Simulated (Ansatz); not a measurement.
## Varying the input for KF

All trials start from this Ansatz input:

```yaml
crystal:
  lattice:
    - [0.0, 2.654413405, 2.654413405]
    - [2.654413405, 0.0, 2.654413405]
    - [2.654413405, 2.654413405, 0.0]
  atoms:
    - { symbol: K, position: [0.0, 0.0, 0.0] }
    - { symbol: F, position: [0.5, 0.5, 0.5] }
basis:
  ecutwfc: 420
kpoints:
  mp_grid: { grid: [6, 6, 6] }
hamiltonian:
  xc: pbe
scf:
  occupations: { method: gaussian, width: 0.1 }
output:
  forces: true
  stress: true
  eigenvalues: true
```

Command:

```bash
ansatz run input.yaml --threads 1 --pin off --max-ram 1331MiB --backend cpu --events-out ev --progress --plain --runs-dir out
```

The run converges in 7 SCF iterations on 16 irreducible k-points: pressure 2.11 GPa, gap on the sampled k-points 6.29 eV.

Settings here are deliberately varied, not converged. Each trial's input is given as a difference from the reference's; energies are extrapolated to zero smearing where there is one, and pressure is positive in compression. Charged cells sit in a uniform background, and their pressures hang on that convention.

**Question.** Trial 1:

```diff
-basis:
-  ecutwfc: 420
+basis: {}
 kpoints:
-  mp_grid: { grid: [6, 6, 6] }
+  mp_grid: { kspacing: 0.64 }
 hamiltonian:
+  pseudopotentials: { kind: nc }
 scf:
+  eigensolver: { kind: davidson }
+  max_iter: 56
+magnetization:
+  spin_polarized: true
+  initial_magnetization: 0.0
```

How does this run end?

**Answer.** The run converges in 9 SCF iterations on 8 irreducible k-points: at 1320 eV, the cutoff that these potentials take when none is typed, pressure 2.10 GPa, gap on the sampled k-points 6.28 eV, cell moment 0.00 μB. It warns that no starting moments were given.

**Question.** Trial 2:

```diff
 kpoints:
-  mp_grid: { grid: [6, 6, 6] }
+  mp_grid: { kspacing: 0.94 }
+  band_path: { path: [[0, 0, 0], [0.5, 0, 0], [0.5, 0.5, 0.5]], npoints: 8 }
 hamiltonian:
+  hubbard: { sites: [{ species: F, l: p, u_eff: 1.8 }], projectors: atomic }
```

What does the program give?

**Answer.** The run converges in 8 SCF iterations on 4 irreducible k-points: pressure 2.07 GPa, gap on the sampled k-points 7.00 eV. Under a U the state reached may not be the lowest.

**Question.** Trial 3:

```diff
 hamiltonian:
+  dispersion: d3bjatm
 scf:
-  occupations: { method: gaussian, width: 0.1 }
+  occupations: { method: methfessel_paxton, width: 0.11 }
+  max_iter: 30
+  convergence: { dr2_threshold: "1e-11 eV" }
```

How does this run end?

**Answer.** The run converges in 10 SCF iterations on 16 irreducible k-points: pressure 0.87 GPa, gap on the sampled k-points 6.29 eV.

**Question.** Trial 4 (origin moved):

```diff
 crystal:
   atoms:
-    - { symbol: K, position: [0.0, 0.0, 0.0] }
-    - { symbol: F, position: [0.5, 0.5, 0.5] }
+    - { symbol: K, position: [0.054, 0.874, 0.479] }
+    - { symbol: F, position: [0.554, 1.374, 0.979] }
 hamiltonian:
-  xc: pbe
+  xc: revpbe
 scf:
+  n_extra_bands: 1
```

How does this run end?

**Answer.** The run converges in 6 SCF iterations on 16 irreducible k-points: pressure 4.34 GPa, gap on the sampled k-points 6.59 eV.

**Question.** Trial 5:

```diff
+total_charge: 0.25
 kpoints:
-  mp_grid: { grid: [6, 6, 6] }
+  mp_grid: { grid: [2, 2, 2] }
 hamiltonian:
-  xc: pbe
+  xc: pbesol
 scf:
-  occupations: { method: gaussian, width: 0.1 }
+  occupations: { method: methfessel_paxton }
```

How does this run end?

**Answer.** The run converges in 8 SCF iterations on 3 irreducible k-points: pressure 6.41 GPa (with the neutralising background of the charged cell), no gap.

**Question.** Trial 6:

```diff
 kpoints:
-  mp_grid: { grid: [6, 6, 6] }
+  mp_grid: { grid: [4, 4, 4] }
```

What does the program give?

**Answer.** The run converges in 7 SCF iterations on 8 irreducible k-points: energy 0.17 meV per atom below the reference, pressure 2.11 GPa, gap on the sampled k-points 6.29 eV.

**Question.** Trial 7:

```diff
 basis:
-  ecutwfc: 420
+  ecutwfc: 490
 hamiltonian:
-  xc: pbe
+  xc: pbesol
+accuracy: low
```

What happens?

**Answer.** The run converges in 6 SCF iterations on 16 irreducible k-points: pressure -0.04 GPa, gap on the sampled k-points 6.15 eV.

**Question.** Trial 8:

```diff
 hamiltonian:
+  hubbard: { sites: [{ species: F, l: p, u_eff: 6.4 }] }
+  dispersion: d3bjatm
 scf:
-  occupations: { method: gaussian, width: 0.1 }
+  occupations: { method: methfessel_paxton }
```

What happens?

**Answer.** The run converges in 7 SCF iterations on 16 irreducible k-points: pressure 0.52 GPa, gap on the sampled k-points 8.84 eV.